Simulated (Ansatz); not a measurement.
**Ionic part of the dielectric constant of MgO at 4 GPa, mode by mode**

These are results of DFT PBEsol, scalar-relativistic, plane waves, PAW (Ansatz), not measurements. Cutoff 420 eV, 10×10×10 k-points (Γ-centred), fixed occupations. No spin polarisation. Phonons by linear response, acoustic sum rule imposed.

Symmetry: Fm-3m, No. 225, cubic system. Conventional cell: a = 4.180 Å, b = 4.180 Å, c = 4.180 Å, α = 90.00°, β = 90.00°, γ = 90.00°. Mg (site symmetry m-3m) is surrounded by 6 O at 2.09 Å. O (site symmetry m-3m) is surrounded by 6 Mg at 2.09 Å.

The primitive cell has V = 18.26 Å³ and ε∞,zz = 3.217. Each polar mode adds Δε = (4.92064×10⁷/V)·S/ν² along z, with S its oscillator strength in e²/amu, ν in cm⁻¹ and V in Å³.

**Question.** From these modes, find each Δε and ε0,zz.
| ν (cm⁻¹) | S_zz (e²/amu) |
| --- | --- |
| 410.1 | 0.4022 |

**Answer.**
```
ν (cm⁻¹)    Δε
   410.1  6.44
```

The sum is 6.444, so ε0,zz = 9.66; the run's tensor has 9.66.

**Question.** Where do the longitudinal modes lie for a wave vector along z?

**Answer.** At 711 cm⁻¹. The Lyddane–Sachs–Teller product Π(ν_LO/ν_TO)² = 3.00 matches ε0/ε∞ = 3.00.

Cost: 1 run of about 0.35 core-minutes, on AMD EPYC (Zen 3) (shared hosts).

The static response of MgO is mainly ionic: the single polar mode at 410.1 cm⁻¹ adds 6.44, well above the electronic value of 3.217. In this mode the Mg and O sublattices move against each other. Its oscillator strength, taken with the reduced mass of the pair, implies a Born effective charge close to the nominal charge of divalent ions, as expected for a strongly ionic oxide with little dynamical charge transfer. Light ions and stiff short-range repulsion keep the frequency fairly high, so the large ionic term reflects the charge rather than a soft lattice. The same charge drives the longitudinal mode up to 711 cm⁻¹, through a macroscopic field that the electrons screen only weakly.

The electronic constant is somewhat above the known experimental value, probably because the semilocal functional underestimates the band gap and makes the electrons too polarisable. The Lyddane–Sachs–Teller agreement doesn't test this, since both sides rest on the same electronic constant and oscillator strength. A single compressed volume also leaves the pressure dependence of the response open.
